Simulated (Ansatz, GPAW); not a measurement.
# Geometry or basis: what sets the conductance of a Ga chain with two Ti atoms in line, part 2 of 4

Aim: the conductance of a Ga chain with two Ti atoms in line after relaxation, and whether geometry, basis or functional moves it most.

GPAW 26.7.0 and Ansatz 0.2.0; Ansatz plane waves; relaxation of the junction with the lead ends held; PAW set soft_1 (the session's first sound run).

So far. Step 2 (Relaxation): The relaxation lowered the energy of the cell by 1.29 eV.

## (3) Plane waves, PBE

Plane waves give the reference curve, free of the bias of atom-centred orbitals.

This step: Ansatz plane waves; Landauer transmission by layers, zero bias; PAW set soft_1 (Ansatz 0.2.0).

input.yaml reads:

```yaml
crystal:
  lattice:
    - [9.0, 0.0, 0.0]
    - [0.0, 9.0, 0.0]
    - [0.0, 0.0, 35.1514]
  atoms:
    - { symbol: Ga, position: [0.5, 0.5, 0.0362716705] }
    - { symbol: Ga, position: [0.5, 0.5, 0.1088150116] }
    - { symbol: Ga, position: [0.5, 0.5, 0.1813583527] }
    - { symbol: Ga, position: [0.5, 0.5, 0.2539016938] }
    - { symbol: Ga, position: [0.6016874234, 0.4702676391, 0.3214558115] }
    - { symbol: Ga, position: [0.5123443195, 0.4860380197, 0.3918482057] }
    - { symbol: Ti, position: [0.5130412799, 0.4773390536, 0.4733554773] }
    - { symbol: Ti, position: [0.5025477902, 0.4741332865, 0.5266204377] }
    - { symbol: Ga, position: [0.4981991185, 0.4817842318, 0.6081336268] }
    - { symbol: Ga, position: [0.4324632395, 0.4188104475, 0.6784921869] }
    - { symbol: Ga, position: [0.5, 0.5, 0.7460983062] }
    - { symbol: Ga, position: [0.5, 0.5, 0.8186416473] }
    - { symbol: Ga, position: [0.5, 0.5, 0.8911849884] }
    - { symbol: Ga, position: [0.5, 0.5, 0.9637283295] }
kpoints:
  mp_grid: { grid: [1, 1, 2] }
hamiltonian:
  xc: pbe
  pseudopotentials: { kind: paw, azcp: { folder: soft_1 } }
scf:
  occupations: { method: fermi_dirac, width: 0.1 }
output:
  transmission:
    leads: [[0, 1]]
    e_range: [-2, 2]
    de: 0.025
    kmesh: [1, 1]
    reduced_basis: true
  write_potential: true
  write_density: true
  volumetric_format: npy
  elf: true
```

Command:

```
$ ansatz run input.yaml --threads 4 --pin off --max-ram 8192MiB --backend cpu --events-out ev --progress --plain --runs-dir out
```

Numbers of over 12 decimals in the logs are rounded to 6 here.

Log:

```text
[...]
Crystal: 14 atoms, lattice volume = 2847.263 Å³
Basis set: ecut = 420 eV, 55633 PW (Γ)
Bands: 108, of which v1, the nominal top of the filled ones, is band 90 counted from 1 (89 counted from 0)
Symmetry: 1 space group operations
[...]
k-points: 2
[...]
SCF iter   1: F=—  HF=-50389.388670 eV  |F-HF|=—  |Δ(HF+E_count)|=         —  Δρ=5.84e-2  dr2=5.08e2  ethr=3.10e-3  ⟨swp⟩=8.0  Hψ=827  notcnv=0
[...]
SCF iter  15: F=-50374.382075 eV  HF=-50374.382075 eV  |F-HF|=2.93e-8  |Δ(HF+E_count)|=   1.93e-8  Δρ=8.10e-7  dr2=4.96e-8  ethr=5.56e-11  ⟨swp⟩=9.0  Hψ=773  notcnv=0
SCF 1 converged in 15 iterations: F = -50374.382075 eV  dr2 = 4.96e-8
[...]
transmission: 45 of 270 steps passed
transmission: 90 of 270 steps passed
[...]
transmission: 270 of 270 steps passed
WARN: The output density's exchange-correlation potential varies sharply where the density is thin. Do not read a vacuum level from v_tot or v_xc, or from such a field of the output density. On a cell that repeats whose density bears no net charge and no dipole along the vacuum's axis use v_es (v_loc + v_h of the components); under efield.dipole_correction with no amplitude use v_es + v_field, which holds any externa [...]
SCF converged after 15 iterations
Free energy (F): -50374.382075 eV
[...]
Internal energy: -50373.452237 eV  (E = F + TS)
E sigma→0 (E₀):  -50373.917156 eV
Entropy (-TS):   -0.929838 eV (-66.417 meV/atom)
Fermi energy:    -2.415995 eV
[...]
--- Band table (eV) ---
  k-point 0: bands = [... 86 lower, -2.6301, -2.6004, -2.5014, -2.4267, -2.3804, -2.2800, -2.2573, -2.2461, ... 14 higher]
  k-point 1: bands = [... 86 lower, -2.6196, -2.6118, -2.5006, -2.4158, -2.4148, -2.2595, -2.2467, -2.2205, ... 14 higher]
--- Transmission ---
  basis      : 717 plane waves across, 45 finite elements along
  points     : 1, standing for a mesh of 1 x 1
  filling    : by the input's occupations and mesh, since the crystals that have channels conduct as metals do. If one of these is a semiconductor, that mesh has misplaced its level
  energies   : 161 from -2.000000 to 2.000000 eV about the Fermi level, 0.025000 eV apart; the leads are filled to 0.000000 eV, and channels, transmission and decay are at 0.000000 eV
  crystal 0  : Ga1, at the sites [0, 1], period 2.5500 Å, over 20.40 Å; its Hamiltonian steps by up to 8.9 meV
    offset         : up to 0.0000 Å between an atom of the period and one for which it stands
    filled         : 18.5 meV over the level at which it is neutral
    channels       : 3.000000e0 a spin
    conductance    : 2.8695e14 S/m² at 300 K; may be off by some 0.0 % by where its bands' edges are placed, 0.0 % from the distance to neutral
  junction   : crystal 0 to crystal 0, 0.70 to 33.30 Å
    transmission   : 2.604237e-1 a spin
    error estimate : 5.451369e-5 a spin from the reduction of the transverse basis, at the most 4.443699e-3 at -1.050000 eV
    conductance    : 2.4739e13 S/m² at 300 K (2.4748e13 on every other energy)
    error estimate : 0.0 % from the energy spacing and 0.0 % from band edges of the leads and from resonances (wavevectors taken as independent; lower de), 0.0 % from the reduction of the transverse basis, 0.5 % from the steps of its leads' Hamiltonians or their offsets (lay more layers), 0.4 % from the distance to neutral
    resistance     : 3.6936e-2 Ω µm² beyond half of each lead's own
```

Run time: 2.3 min. Hardware: 4 threads of Arm Neoverse V2, shared host; peak memory 3.6 GiB; 6.4 min of CPU time.

This step gave:

| Property | Result |
| --- | --- |
| free energy | -50374.3821 eV |
| lead level | 0 eV from the Fermi level |
| transmission at the Fermi level (one spin) | 0.2604 |
| open channels of the lead at the Fermi level (one spin) | 3 |
| step of the potential along the lead | 8.9 meV |
| offset of the lead | 0 Å |
| filling of the lead less its bulk value, in size | 18.5 meV |
| conductance | 0.2586 G₀ |

One spin. The transmission, zone mean by energy, zero at the Fermi level:

```csv
energy (eV),"transmission, zone mean"
-2.000,0.0200
-1.900,0.0221
-1.800,0.0244
-1.700,0.0262
-1.600,0.0244
-1.500,0
-1.400,0.347
-1.300,0.209
-1.200,0.303
-1.100,0.696
-1.050,0.985
-1.000,0.204
-0.900,0.00246
-0.800,0.0912
-0.700,0.310
-0.600,0.737
-0.500,1.000
-0.400,0.978
-0.300,0.430
-0.200,0.183
-0.100,0.247
0.000,0.260
0.100,0.257
0.150,0.277
0.200,0.228
0.300,0.205
0.400,0.180
0.500,0.163
0.600,0.159
0.700,0.173
0.800,0.207
0.900,0.263
1.000,0.344
1.100,0.451
1.200,0.584
1.300,0.730
1.400,0.873
1.500,0.992
1.600,1.08
1.700,1.13
1.800,1.17
1.900,1.21
2.000,1.24
```

One spin. Open channels, zone mean against energy, zero at the Fermi level:

energy (eV), open channels, zone mean and a bar:
```
   -2.000       1.00 ##########
   -1.900       1.00 ##########
   -1.800       1.00 ##########
   -1.700       1.00 ##########
   -1.600       1.00 ##########
   -1.500       0.00 
   -1.400       1.00 ##########
   -1.300       1.00 ##########
   -1.200       1.00 ##########
   -1.100       1.00 ##########
   -1.000       1.00 ##########
   -0.900       1.00 ##########
   -0.800       1.00 ##########
   -0.700       1.00 ##########
   -0.600       1.00 ##########
   -0.500       1.00 ##########
   -0.400       1.00 ##########
   -0.300       1.00 ##########
   -0.200       3.00 ##############################
   -0.100       3.00 ##############################
    0.000       3.00 ##############################
    0.100       3.00 ##############################
    0.200       3.00 ##############################
    0.300       3.00 ##############################
    0.400       3.00 ##############################
    0.500       3.00 ##############################
    0.600       3.00 ##############################
    0.700       3.00 ##############################
    0.800       3.00 ##############################
    0.900       3.00 ##############################
    1.000       3.00 ##############################
    1.100       3.00 ##############################
    1.200       3.00 ##############################
    1.300       3.00 ##############################
    1.400       3.00 ##############################
    1.500       3.00 ##############################
    1.600       3.00 ##############################
    1.700       3.00 ##############################
    1.800       3.00 ##############################
    1.900       3.00 ##############################
    2.000       3.00 ##############################
```

Crystal 0, spin -, k parallel (0, 0); distinct values, listed up to 1.5 1/Å. Im kz of the slowest decaying states against energy, zero at the Fermi level:

```csv
energy (eV),decay 1 (Å⁻¹),decay 2 (Å⁻¹),decay 3 (Å⁻¹),decay 4 (Å⁻¹)
-2.000,0.647,0.647,1.14,1.27
-1.800,0.609,0.610,1.12,1.25
-1.600,0.570,0.570,1.09,1.23
-1.400,0.527,0.527,1.07,1.20
-1.200,0.479,0.480,1.04,1.18
-1.000,0.427,0.427,1.02,1.16
-0.800,0.366,0.366,0.988,1.14
-0.600,0.292,0.293,0.961,1.11
-0.400,0.191,0.192,0.933,1.09
-0.200,0.904,1.06,1.18,1.18
0.000,0.874,1.04,1.15,1.15
0.200,0.843,1.01,1.13,1.13
0.400,0.810,0.986,1.11,1.11
0.600,0.777,0.959,1.09,1.09
0.800,0.742,0.931,1.06,1.06
1.000,0.705,0.903,1.04,1.04
1.200,0.666,0.873,1.01,1.01
1.400,0.625,0.842,0.986,0.988
1.600,0.581,0.810,0.959,0.962
1.800,0.533,0.777,0.931,0.935
2.000,0.480,0.742,0.902,0.908
```

Crystal 0, spin -, k parallel (0, 0). The Re kz of states that move upwards by energy, zero at the Fermi level:

```csv
energy (eV),channel 1 (Å⁻¹),channel 2 (Å⁻¹),channel 3 (Å⁻¹)
-2.000,1.18,-,-
-1.900,1.19,-,-
-1.800,1.20,-,-
-1.700,1.21,-,-
-1.600,1.22,-,-
-1.500,-,-,-
-1.400,-1.23,-,-
-1.300,-1.22,-,-
-1.200,-1.21,-,-
-1.100,-1.20,-,-
-1.000,-1.19,-,-
-0.900,-1.18,-,-
-0.800,-1.17,-,-
-0.700,-1.16,-,-
-0.600,-1.15,-,-
-0.500,-1.14,-,-
-0.400,-1.13,-,-
-0.300,-1.12,-,-
-0.200,-1.11,0.110,0.113
-0.100,-1.10,0.192,0.194
0.000,-1.09,0.248,0.250
0.100,-1.08,0.294,0.295
0.200,-1.07,0.334,0.335
0.300,-1.06,0.369,0.370
0.400,-1.05,0.402,0.403
0.500,-1.05,0.432,0.433
0.600,-1.04,0.460,0.461
0.700,-1.03,0.487,0.488
0.800,-1.02,0.513,0.513
0.900,-1.01,0.537,0.538
1.000,-1.00,0.560,0.561
1.100,-0.993,0.583,0.583
1.200,-0.984,0.604,0.605
1.300,-0.976,0.626,0.626
1.400,-0.967,0.646,0.647
1.500,-0.959,0.666,0.666
1.600,-0.950,0.685,0.686
1.700,-0.942,0.704,0.705
1.800,-0.934,0.723,0.723
1.900,-0.925,0.741,0.741
2.000,-0.917,0.759,0.759
```

The electrostatic potential energy of an electron (with the applied field's), less the Fermi level, planar mean oscillates, so the rows of the table below give means over windows of 2 Å about each position, cut where the curve ends. Its first 14 maxima inside the range that stand out by 2 % of the span (Å: eV): 1.3: 3.54, 2.5: 3.62, 3.8: 3.54, 5.1: 3.60, 6.4: 3.49, 7.6: 3.59, 8.9: 3.54, 10.1: 3.55, 11.3: 3.51, 12.4: 3.41, 13.8: 3.18, 15.1: 3.27, 17.6: 2.81, 20.1: 3.27. Its first 14 minima: 0.7: 3.24, 1.9: 3.23, 3.2: 3.23, 4.4: 3.22, 5.7: 3.20, 7.0: 3.20, 8.3: 3.20, 9.5: 3.23, 10.7: 3.21, 11.9: 3.14, 13.2: 2.93, 14.4: 2.85, 16.6: 1.64, 18.6: 1.64.

Electrostatic potential energy of an electron (with the applied field's), less the Fermi level, planar mean against z; means over each step:

z (Å), electrostatic potential energy of an electron (with the applied field's), less the Fermi level, planar mean (eV) and a bar from the least value:
```
        0       3.40 #############################
        2       3.45 ##############################
        4       3.37 ############################
        6       3.38 ############################
        8       3.40 #############################
       10       3.37 ############################
       12       3.32 ###########################
       14       3.04 ####################
       16       2.42 ######
       18       2.17 
       20       2.94 ##################
       22       3.16 #######################
       24       3.33 ###########################
       26       3.38 ############################
       28       3.41 #############################
       30       3.37 ############################
       32       3.45 ##############################
       34       3.38 ############################
```

The valence density, planar mean oscillates, so the rows of the table below give means over windows of 2.49 Å about each position, cut where the curve ends. Its maxima inside the range that stand out by 2 % of the span (Å: e/Å³): 1.3: 0.211, 3.8: 0.214, 6.4: 0.205, 8.9: 0.215, 11.3: 0.214, 13.8: 0.214, 16.7: 0.134, 18.5: 0.134, 21.4: 0.214, 23.9: 0.214, 26.2: 0.215, 28.7: 0.205, 31.3: 0.214, 33.8: 0.211. Its minima: 2.5: 0.0137, 5.1: 0.0138, 7.6: 0.0137, 10.1: 0.0166, 12.6: 0.0153, 15.4: 0.0101, 17.6: 0.0346, 19.8: 0.0101, 22.6: 0.0153, 25.0: 0.0166, 27.5: 0.0137, 30.0: 0.0138, 32.7: 0.0137.

Valence density, planar mean against z; means over each step:

z (Å), valence density, planar mean (e/Å³) and a bar from the least value:
```
     1.25      0.064 #########################
     3.74      0.064 #########################
     6.23      0.064 #########################
     8.71      0.064 ###########################
    11.21      0.065 ##############################
    13.70      0.064 ########################
    16.19      0.058 
    18.68      0.061 ############
    21.17      0.063 ######################
    23.66      0.065 #############################
    26.15      0.065 ############################
    28.64      0.064 #########################
    31.13      0.064 #########################
    33.62      0.064 #########################
```

Electrostatic potential energy in the ca plane at fractional y = 0.482, with atoms of Ga and Ti within 0.2 Å of it. With pseudopotentials it is smooth inside the atoms' cores, unlike the true potential.

Ten even steps from '0' (-26 eV) to '9' (2 eV), each cell a mean:
```
99999999999999999999999999999999999999999999
99999999999999999999999999999999999999999999
99999999999999999999999999999999999999999999
99999999999999999999999999999999999999999999
99999999999999999999999999999999999999999999
99999999998889999999999999999999999999999999
99999999987667899999999998899999999999999999
99998899865755788888899888888888889999888999
88887788759996687666888875567776678888777899
78754557659996675565688730015521257886445789
57569965657985665999578500001100027875897578
57589985765556767999667400000000006767999667
57579975787778875998578510001000016866999577
68656656899899985555688741025300047875675576
88876678999999988767888876677754578887556787
99988889999999999888999888888887888998888888
99999999999999999999999999999998899999999999
99999999999999999999999999999999999999999999
99999999999999999999999999999999999999999999
99999999999999999999999999999999999999999999
99999999999999999999999999999999999999999999
99999999999999999999999999999999999999999999
99999999999999999999999999999999999999999999
99999999999999999999999999999999999999999999
```
Columns run along c (16.0 Å, from fractional 0.21 to 0.66 of the cell; values clipped at the 3rd and 97th percentile), rows up along a (9.0 Å). Atoms in or near the plane, at fractional coordinates: Ga at (0.25, 0.50), Ga at (0.32, 0.60), Ga at (0.39, 0.51), Ti at (0.47, 0.51), Ti at (0.53, 0.50), Ga at (0.61, 0.50).

Valence density in the ca plane at fractional y = 0.482, with atoms of Ga and Ti within 0.2 Å of it. It is the smooth field of the valence electrons, not physical close to the nuclei.

Ten steps, logarithmic in the rise over the least value, from '0' (0 e/Å³) to '9' (32 e/Å³), each cell a mean:
```
00000000000000000000000000000000000000000000
00000000000000000000000000000000000000000000
00000000000000000000000000000000000000000000
00000000000000000000000000000000000000000000
00000000000000000000000000000000000000000000
00000000000000000000000000000000000000000000
00000000001110000000000000000000000000000000
00000000012321000000000000000000000000000000
00000000125863100110000000111100000000000000
10012211127973111232100023432223210001121100
11135631124652112685211146653356521112564210
21258952111221113897311147763467631113897211
11147841100000012675211136653467631113786211
11123321000000001222100013322234310011342111
00001100000000000000000000011111000000111001
00000000000000000000000000000000000000000000
00000000000000000000000000000000000000000000
00000000000000000000000000000000000000000000
00000000000000000000000000000000000000000000
00000000000000000000000000000000000000000000
00000000000000000000000000000000000000000000
00000000000000000000000000000000000000000000
00000000000000000000000000000000000000000000
00000000000000000000000000000000000000000000
```
Columns run along c (16.0 Å, from fractional 0.21 to 0.66 of the cell), rows up along a (9.0 Å). Atoms in or near the plane, at fractional coordinates: Ga at (0.25, 0.50), Ga at (0.32, 0.60), Ga at (0.39, 0.51), Ti at (0.47, 0.51), Ti at (0.53, 0.50), Ga at (0.61, 0.50).

ELF in the ca plane at fractional y = 0.482, with atoms of Ga and Ti within 0.2 Å of it. It is the smooth field of the valence electrons, not physical close to the nuclei.

Ten even steps from '0' (0.00) to '9' (0.79), each cell a mean:
```
00000000000000000000000000000000000000000000
00000000111111100000000000011110000000000000
00000001234432210000000000123331000000000000
00000012456654320000000000246652100000000000
00000124678876531000000001258863100000000000
11001125788777642100111101369974100011111111
21111236775556753212333211269973111223222222
43223356754334664334565210148852012455544443
65433457641013575334686211125520002676545665
66533346631003574333586236654444422785434576
56431135642124663101476269883488842774212477
56420024653335763011475268783588852763011467
46531124653346764112575269873588952763101476
56543345653335764334585235543456633774323476
55654456642234666445785200136421113785333575
33566676532123455555654100268730013665434466
22345665421112333333322111489852012443222345
11123443211111111111110002589852111111111124
00011221100000000000000002478752100000000112
00000000000000000000000001356531000000000011
00000000000000000000000001233321000000000000
00000000000000000000000000111110000000000000
00000000000000000000000000000000000000000000
00000000000000000000000000000000000000000000
```
Columns run along c (16.0 Å, from fractional 0.21 to 0.66 of the cell), rows up along a (9.0 Å). Atoms in or near the plane, at fractional coordinates: Ga at (0.25, 0.50), Ga at (0.32, 0.60), Ga at (0.39, 0.51), Ti at (0.47, 0.51), Ti at (0.53, 0.50), Ga at (0.61, 0.50).

T at the Fermi level is 0.260 of 3 open channels a spin.

(Continued in part 3 of 4.)

[Logs are printed without paths, hosts, clocks, repeated set-up lines and the standing remarks that a program may print on its own settings, such as how far it seeks lower states.]

[Hosts, paths, dates, database ids (printed as entryN), source tags and the programs' standing remarks are cut or masked in the printed files.]
